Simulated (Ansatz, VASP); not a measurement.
# One calculation of GaSb3, two programs

The input INCAR:

```
ALGO = Normal ; EDIFF = 1E-7
ENCUT = 520 ; GGA = PS
ISIF = 2 ; ISMEAR = -1
LASPH = True ; LCHARG = False
LREAL = False ; LWAVE = False
NBANDS = 22 ; NELM = 60
PREC = Accurate ; SIGMA = 0.05
```

File KPOINTS:

```
k-points
0
Gamma
  6 6 6
```

File POSCAR:

```
GaSb3
1.0
    0.0000000000      3.6801753734      3.6801753734
    3.6801753734      0.0000000000      3.6801753734
    3.6801753734      3.6801753734      0.0000000000
Sb Ga
3 1
Direct
    0.5000000000      0.5000000000      0.5000000000
    0.7500000000      0.7500000000      0.7500000000
    0.2500000000      0.2500000000      0.2500000000
    0.0000000000      0.0000000000      0.0000000000
```

input.yaml

```yaml
crystal:
  lattice:
    - [0.0, 3.6801753734, 3.6801753734]
    - [3.6801753734, 0.0, 3.6801753734]
    - [3.6801753734, 3.6801753734, 0.0]
  atoms:
    - { symbol: Sb, position: [0.5, 0.5, 0.5] }
    - { symbol: Sb, position: [0.75, 0.75, 0.75] }
    - { symbol: Sb, position: [0.25, 0.25, 0.25] }
    - { symbol: Ga, position: [0.0, 0.0, 0.0] }
hamiltonian:
  xc: pbesol
  pseudopotentials: { kind: paw }
kpoints:
  mp_grid: { grid: [6, 6, 6] }
scf:
  occupations: { method: fermi_dirac, width: 0.05 }
output:
  forces: true
  stress: true
  eigenvalues: true
```

Change from the starting cell: volume scaled by 0.96.

Alike in both runs: task single point; functional PBEsol; k mesh 6 × 6 × 6; occupations fermi-dirac, width 0.05 eV; no spin polarisation.

|  | VASP | Ansatz |
| --- | --- | --- |
| version | VASP 6.6.1 | Ansatz 0.2.0 |
| potentials or method | VASP PAW PBE potentials, release 64 (Sb, Ga_d) | Ansatz PAW |
| plane-wave cutoff (eV) | 520 | 420 |
| valence electrons in the cell | 28 | 58 |

|  | VASP | Ansatz | Ansatz less VASP |
| --- | --- | --- | --- |
| gap on the k mesh at the Fermi level (eV) | none | none | - |
| pressure (GPa) | -1.6 | -1.6 | -0.01 |

A gap of «none» marks a metal or a gap that the smearing closes. The functional is the same, so the differences come from potentials, cutoffs and numerics. The two sets of potentials don't hold the same shells in valence.

Caveats: the PAW data sets were made with another functional, which shifts forces and pressure a little (VASP); the PAW data sets come from PBE, with cores solved anew for the run's functional, which leaves a small shift of forces and pressure (Ansatz). Spin-orbit coupling is left out, which matters for the levels of Sb.
